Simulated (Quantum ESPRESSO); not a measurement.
# ZrB2 (P6/mmm) in Quantum ESPRESSO: further runs

Runs on ZrB2. Level: LDA. Tasks: single point, equation of state.

Everything below comes from runs of Quantum ESPRESSO 7.5. Logs are shortened: lines on timing, memory, paths and dates and some standing lists are left out, and cuts for length are marked.

### Step 1. The crystal as given

Symmetry: P6/mmm, No. 191, hexagonal system. Conventional cell: a = 3.170 Å, b = 3.170 Å, c = 3.533 Å, α = 90.00°, β = 90.00°, γ = 120.00°. Around Zr (site symmetry 6/mmm) lie 12 B at 2.54 Å. Around B (site symmetry -6m2) lie 3 B at 1.83 Å.

### Step 2. Single point, LDA, 9.63 Å³/atom

The input, pw.in:

```
&CONTROL
  calculation = 'scf'
  prefix = 'pwscf'
  outdir = './tmp'
  pseudo_dir = './pseudo'
  tprnfor = .true.
  tstress = .true.
  disk_io = 'nowf'
/
&SYSTEM
  ibrav = 0
  nat = 3
  ntyp = 2
  ecutwfc = 76
  nbnd = 15
  occupations = 'smearing'
  smearing = 'fd'
  degauss = 0.00367493
/
&ELECTRONS
  conv_thr = 6d-10
  electron_maxstep = 120
  mixing_beta = 0.5
/
ATOMIC_SPECIES
Zr    91.2240 Zr.upf
B     10.8100 B.upf
CELL_PARAMETERS angstrom
   3.1052879646    0.0000000000    0.0000000000
  -1.5526439823    2.6892582634    0.0000000000
   0.0000000000    0.0000000000    3.4608777221
ATOMIC_POSITIONS crystal
Zr     0.0000000000    0.0000000000    0.0000000000
B      0.6666666667    0.3333333333    0.5000000000
B      0.3333333333    0.6666666667    0.5000000000
K_POINTS automatic
10 10 8 0 0 0
```

Potentials or basis: PseudoDojo 0.4.1 SR LDA standard.

Run with:

```sh
> OMP_NUM_THREADS=1 pw.x -in pw.in > pw.out
```

pw.out:

```text
This program is part of the open-source Quantum ESPRESSO suite
     for quantum simulation of materials; please cite
         "P. Giannozzi et al., J. Phys.:Condens. Matter 21 395502 (2009);
         "P. Giannozzi et al., J. Phys.:Condens. Matter 29 465901 (2017);
         "P. Giannozzi et al., J. Chem. Phys. 152 154105 (2020);
     in publications or presentations arising from this work. More details at

     Message from routine setup:
     using ibrav=0 with symmetry is DISCOURAGED, use correct ibrav instead

     G-vector sticks info
     --------------------
     sticks:   dense  smooth     PW     G-vecs:    dense   smooth      PW
     Sum         721     721    211                17509    17509    2845

     Using Slab Decomposition

     bravais-lattice index     =            0
     lattice parameter (alat)  =       5.8681  a.u.
     unit-cell volume          =     195.0371 (a.u.)^3
     number of atoms/cell      =            3
     number of atomic types    =            2
     number of electrons       =        18.00
     number of Kohn-Sham states=           15
     kinetic-energy cutoff     =      76.0000  Ry
     charge density cutoff     =     304.0000  Ry
     scf convergence threshold =      6.0E-10
     mixing beta               =       0.5000
     number of iterations used =            8  plain     mixing
     Exchange-correlation= SLA  PW   NOGX NOGC
                           (   1   4   0   0   0   0   0)

     celldm(1)=   5.868144  celldm(2)=   0.000000  celldm(3)=   0.000000
     celldm(4)=   0.000000  celldm(5)=   0.000000  celldm(6)=   0.000000

     crystal axes: (cart. coord. in units of alat)
               a(1) = (   1.000000   0.000000   0.000000 )
               a(2) = (  -0.500000   0.866025   0.000000 )
               a(3) = (   0.000000   0.000000   1.114511 )

     reciprocal axes: (cart. coord. in units 2 pi/alat)
               b(1) = (  1.000000  0.577350 -0.000000 )
               b(2) = (  0.000000  1.154701  0.000000 )
               b(3) = (  0.000000 -0.000000  0.897254 )

     PseudoPot. # 1 for Zr read from file:
     Zr.upf
     Pseudo is Norm-conserving + core correction, Zval = 12.0
     Generated using ONCVPSP code by D. R. Hamann
     Using radial grid of 1584 points,  6 beta functions with:
                l(1) =   0
                l(2) =   0
                l(3) =   1
                l(4) =   1
                l(5) =   2
                l(6) =   2

     PseudoPot. # 2 for B  read from file:
     B.upf
     Pseudo is Norm-conserving + core correction, Zval =  3.0
     Generated using ONCVPSP code by D. R. Hamann
     Using radial grid of 1498 points,  4 beta functions with:
                l(1) =   0
                l(2) =   0
                l(3) =   1
                l(4) =   1

     atomic species   valence    mass     pseudopotential
     Zr               12.00    91.22400     Zr( 1.00)
     B                 3.00    10.81000     B ( 1.00)

     24 Sym. Ops., with inversion, found

   Cartesian axes

     site n.     atom                  positions (alat units)
         1        Zr     tau(   1) = (   0.0000000   0.0000000   0.0000000  )
         2        B      tau(   2) = (   0.5000000   0.2886751   0.5572555  )
         3        B      tau(   3) = (  -0.0000000   0.5773503   0.5572555  )

     number of k points=    70  Fermi-Dirac smearing, width (Ry)=  0.0037
                       cart. coord. in units 2pi/alat
        k(    1) = (   0.0000000   0.0000000   0.0000000), wk =   0.0025000
        k(    2) = (   0.0000000   0.0000000   0.1121568), wk =   0.0050000
        k(    3) = (   0.0000000   0.0000000   0.2243136), wk =   0.0050000
        k(    4) = (   0.0000000   0.0000000   0.3364704), wk =   0.0050000
        k(    5) = (   0.0000000   0.0000000  -0.4486272), wk =   0.0025000
        k(    6) = (   0.0000000   0.1154701   0.0000000), wk =   0.0150000
[... 62 lines left out ...]
        k(   69) = (   0.3000000   0.5196152   0.3364704), wk =   0.0300000
        k(   70) = (   0.3000000   0.5196152  -0.4486272), wk =   0.0150000

     Dense  grid:    17509 G-vectors     FFT dimensions: (  36,  36,  40)

     Initial potential from superposition of free atoms

     starting charge      17.9976, renormalised to      18.0000
     Starting wfcs are   18 randomized atomic wfcs

     Self-consistent Calculation

     iteration #  1     ecut=    76.00 Ry     beta= 0.50
     Davidson diagonalization with overlap
     ethr =  1.00E-02,  avg # of iterations =  2.8

     total energy              =    -113.34787332 Ry
     estimated scf accuracy    <       0.28784208 Ry

     iteration #  2     ecut=    76.00 Ry     beta= 0.50
     Davidson diagonalization with overlap
     ethr =  1.60E-03,  avg # of iterations =  2.1
[... 36 lines left out ...]
     total energy              =    -113.43743103 Ry
     estimated scf accuracy    <          1.6E-09 Ry

     iteration #  8     ecut=    76.00 Ry     beta= 0.50
     Davidson diagonalization with overlap
     ethr =  8.93E-12,  avg # of iterations =  2.3

     End of self-consistent calculation

          k = 0.0000 0.0000 0.0000 (  2173 PWs)   bands (ev):

   -31.6719  -9.9497  -9.2905  -9.2905   3.7784  13.8909  13.8909  13.9089
    14.3793  20.3051  20.3051  21.0986  21.0987  22.0907  22.0907

          k = 0.0000 0.0000 0.1122 (  2190 PWs)   bands (ev):

   -31.6680 -10.0214  -9.2856  -9.2856   4.0375  12.7896  14.0461  14.0461
    15.4381  19.2480  19.2480  20.5989  20.5989  22.0619  23.5144
[... 108 lines left out ...]
   -31.5127 -10.2808 -10.0801  -9.4880   6.5648   9.6598  12.1886  12.7635
    14.4036  19.1742  21.2718  22.3292  22.8657  23.3768  25.7741

          k = 0.0000 0.4619-0.4486 (  2184 PWs)   bands (ev):

   -31.5091 -10.2688 -10.1351  -9.4809   6.4699  10.0936  12.0047  12.2539
    14.6166  20.4680  20.7808  21.5325  23.1757  24.0254  25.5029

          k = 0.0000-0.5774 0.0000 (  2194 PWs)   bands (ev):

   -31.5187 -10.4497  -9.7272  -9.5541   7.4914   8.2854  12.5368  13.5427
    13.7857  19.0278  19.1172  21.9615  22.0812  23.6506  25.1352

          k = 0.0000-0.5774 0.1122 (  2186 PWs)   bands (ev):

   -31.5152 -10.4378  -9.7844  -9.5468   7.7345   7.9361  12.9708  13.1999
    13.7717  18.5923  19.7273  22.0175  22.7042  23.6299  25.1991

          k = 0.0000-0.5774 0.2243 (  2170 PWs)   bands (ev):

   -31.5066 -10.4090  -9.9195  -9.5291   7.2719   8.3874  12.5393  13.4924
    13.8390  18.3825  21.1506  22.1596  23.4205  23.5726  25.2540

          k = 0.0000-0.5774 0.3365 (  2190 PWs)   bands (ev):

   -31.4980 -10.3797 -10.0509  -9.5112   6.7456   9.2219  12.0138  12.7879
    14.5680  19.2386  22.3129  22.7513  22.7526  23.5060  25.2587

          k = 0.0000-0.5774-0.4486 (  2192 PWs)   bands (ev):

   -31.4944 -10.3675 -10.1043  -9.5038   6.5527   9.7020  11.8215  12.3133
    14.8442  20.6758  21.1909  22.3802  23.4760  23.6133  25.3236

          k = 0.1000 0.1732 0.0000 (  2166 PWs)   bands (ev):

   -31.6314  -9.8911  -9.6141  -9.3720   4.3942  12.5420  13.7166  13.7379
    14.5234  19.1940  19.6509  20.1232  21.3367  23.5836  23.6337

          k = 0.1000 0.1732 0.1122 (  2167 PWs)   bands (ev):
[... 186 lines left out ...]
   -31.4817 -10.1390 -10.0184  -9.9255   7.4562   8.4014  11.3431  13.9114
    13.9814  20.6745  22.0207  22.2660  23.7967  24.1528  24.8755

          k = 0.3000 0.5196-0.4486 (  2180 PWs)   bands (ev):

   -31.4781 -10.1278 -10.0706  -9.9156   7.3059   8.2661  11.7137  13.8639
    13.9980  20.9669  22.9572  23.2075  23.4877  24.2257  24.2268

     the Fermi energy is    16.5387 ev

!    total energy              =    -113.43743103 Ry
     estimated scf accuracy    <          1.4E-10 Ry
     smearing contrib. (-TS)   =      -0.00019608 Ry
     internal energy E=F+TS    =    -113.43723495 Ry

     The total energy is F=E-TS. E is the sum of the following terms:
     one-electron contribution =      -1.44519502 Ry
     hartree contribution      =      11.84083101 Ry
     xc contribution           =     -25.22919831 Ry
     ewald contribution        =     -98.60367262 Ry

     convergence has been achieved in   8 iterations

     Forces acting on atoms (cartesian axes, Ry/au):

     atom    1 type  1   force =    -0.00000000    0.00000000   -0.00000000
     atom    2 type  2   force =     0.00000000   -0.00000000    0.00000000
     atom    3 type  2   force =    -0.00000000    0.00000000   -0.00000000

     Total force =     0.000000     Total SCF correction =     0.000000

     Computing stress (Cartesian axis) and pressure

          total   stress  (Ry/bohr**3)                   (kbar)     P=       72.24
   0.00049546   0.00000000   0.00000000           72.88        0.00        0.00
   0.00000000   0.00049546  -0.00000000            0.00       72.88       -0.00
   0.00000000   0.00000000   0.00048240            0.00        0.00       70.96

=------------------------------------------------------------------------------=
   JOB DONE.
=------------------------------------------------------------------------------=
```

Wall time 24 s (1 thread of Arm Neoverse V2, shared host); peak memory 0.07 GiB.

What came out:

* Free energy: -1543.3949 eV
* Pressure: 7.2 GPa
* Band gap on the k mesh: none (metal or under the smearing width)

### Step 3. Single point, LDA, 9.84 Å³/atom

Changes to pw.in since step 2:

```diff
@@ -28,5 +28,5 @@
 CELL_PARAMETERS angstrom
-   3.1052879646    0.0000000000    0.0000000000
-  -1.5526439823    2.6892582634    0.0000000000
-   0.0000000000    0.0000000000    3.4608777221
+   3.1271569103    0.0000000000    0.0000000000
+  -1.5635784551    2.7081973259    0.0000000000
+   0.0000000000    0.0000000000    3.4852509034
 ATOMIC_POSITIONS crystal
```

Potentials or basis: PseudoDojo 0.4.1 SR LDA standard.

Run with:

```sh
> OMP_NUM_THREADS=1 pw.x -in pw.in > pw.out
```

Wall time 24 s (1 thread of Arm Neoverse V2, shared host); peak memory 0.07 GiB.

The run converged. Its results:

| Item | Value |
| --- | --- |
| Free energy | -1543.4116 eV |
| Pressure | 1.4 GPa |
| Band gap on the k mesh | none (metal or under the smearing width) |

### Step 4. Single point, LDA, 10.04 Å³/atom

Changes to pw.in since step 3:

```diff
@@ -28,5 +28,5 @@
 CELL_PARAMETERS angstrom
-   3.1271569103    0.0000000000    0.0000000000
-  -1.5635784551    2.7081973259    0.0000000000
-   0.0000000000    0.0000000000    3.4852509034
+   3.1487241912    0.0000000000    0.0000000000
+  -1.5743620956    2.7268751391    0.0000000000
+   0.0000000000    0.0000000000    3.5092878761
 ATOMIC_POSITIONS crystal
```

Run with:

```sh
> OMP_NUM_THREADS=1 pw.x -in pw.in > pw.out
```

Run time: 24 s. Hardware: 1 thread of Arm Neoverse V2, shared host; peak memory 0.08 GiB.

The run converged. Its results:

| Quantity | Value |
| --- | --- |
| Free energy | -1543.4070 eV |
| Pressure | -3.9 GPa |
| Band gap on the k mesh | none (metal or under the smearing width) |

### Step 5. Single point, LDA, 10.25 Å³/atom

Changes to pw.in since step 4:

```diff
@@ -28,5 +28,5 @@
 CELL_PARAMETERS angstrom
-   3.1487241912    0.0000000000    0.0000000000
-  -1.5743620956    2.7268751391    0.0000000000
-   0.0000000000    0.0000000000    3.5092878761
+   3.1700000000    0.0000000000    0.0000000000
+  -1.5850000000    2.7453005300    0.0000000000
+   0.0000000000    0.0000000000    3.5330000000
 ATOMIC_POSITIONS crystal
```

Run with:

```sh
> OMP_NUM_THREADS=1 pw.x -in pw.in > pw.out
```

Wall time 25 s (1 thread of Arm Neoverse V2, shared host); peak memory 0.08 GiB.

It converged, with:

- Free energy: -1543.3832 eV
- Pressure: -8.6 GPa
- Band gap on the k mesh: none (metal or under the smearing width)

### Step 6. Single point, LDA, 10.45 Å³/atom

Changes to pw.in since step 5:

```diff
@@ -28,5 +28,5 @@
 CELL_PARAMETERS angstrom
-   3.1700000000    0.0000000000    0.0000000000
-  -1.5850000000    2.7453005300    0.0000000000
-   0.0000000000    0.0000000000    3.5330000000
+   3.1909939893    0.0000000000    0.0000000000
+  -1.5954969947    2.7634818581    0.0000000000
+   0.0000000000    0.0000000000    3.5563980329
 ATOMIC_POSITIONS crystal
```

Potentials or basis: PseudoDojo 0.4.1 SR LDA standard.

Run with:

```sh
> OMP_NUM_THREADS=1 pw.x -in pw.in > pw.out
```

It took 25 s on 1 thread of Arm Neoverse V2, shared host; peak memory 0.08 GiB.

Results (log left out):

```
Free energy            : -1543.3419 eV
Pressure               : -12.9 GPa
Band gap on the k mesh : none (metal or under the smearing width)
```

### Step 7. Single point, LDA, 10.66 Å³/atom

Changes to pw.in since step 6:

```diff
@@ -28,5 +28,5 @@
 CELL_PARAMETERS angstrom
-   3.1909939893    0.0000000000    0.0000000000
-  -1.5954969947    2.7634818581    0.0000000000
-   0.0000000000    0.0000000000    3.5563980329
+   3.2117153101    0.0000000000    0.0000000000
+  -1.6058576551    2.7814270483    0.0000000000
+   0.0000000000    0.0000000000    3.5794921737
 ATOMIC_POSITIONS crystal
```

Run with:

```sh
> OMP_NUM_THREADS=1 pw.x -in pw.in > pw.out
```

Run time: 25 s. Hardware: 1 thread of Arm Neoverse V2, shared host; peak memory 0.08 GiB.

It converged, with:

```yaml
Free_energy: -1543.2850 eV
Pressure: -16.8 GPa
Band_gap_on_the_k_mesh: none (metal or under the smearing width)
```

### Step 8. Single point, LDA, 10.86 Å³/atom

Changes to pw.in since step 7:

```diff
@@ -28,5 +28,5 @@
 CELL_PARAMETERS angstrom
-   3.2117153101    0.0000000000    0.0000000000
-  -1.6058576551    2.7814270483    0.0000000000
-   0.0000000000    0.0000000000    3.5794921737
+   3.2321726471    0.0000000000    0.0000000000
+  -1.6160863235    2.7991436218    0.0000000000
+   0.0000000000    0.0000000000    3.6022921016
 ATOMIC_POSITIONS crystal
```

Run with:

```sh
> OMP_NUM_THREADS=1 pw.x -in pw.in > pw.out
```

It took 25 s on 1 thread of Arm Neoverse V2, shared host; peak memory 0.08 GiB.

The run converged. Its results:

| Property | Result |
| --- | --- |
| Free energy | -1543.2138 eV |
| Pressure | -20.4 GPa |
| Band gap on the k mesh | none (metal or under the smearing width) |

### Step 9. Equation of state, LDA

Potentials or basis: PseudoDojo 0.4.1 SR LDA standard.

This step only gathers the single runs of the series.

What came out:

```yaml
Equilibrium_volume: 9.89 Å³/atom
Bulk_modulus_at_fixed_shape_and_positions: 260 GPa
Pressure_derivative_of_the_bulk_modulus: 3.9
```

Energy against volume, from the lowest point:
| volume (Å³/atom) | energy (meV/atom) |
| --- | --- |
| 9.634 | 5.57 |
| 9.839 | 0.00 |
| 10.044 | 1.53 |
| 10.249 | 9.47 |
| 10.454 | 23.22 |
| 10.659 | 42.21 |
| 10.864 | 65.94 |

Caveat: the cell was scaled at fixed shape and fractional positions, which overstates the stiffness of a crystal with free parameters, most of all of layers and chains.
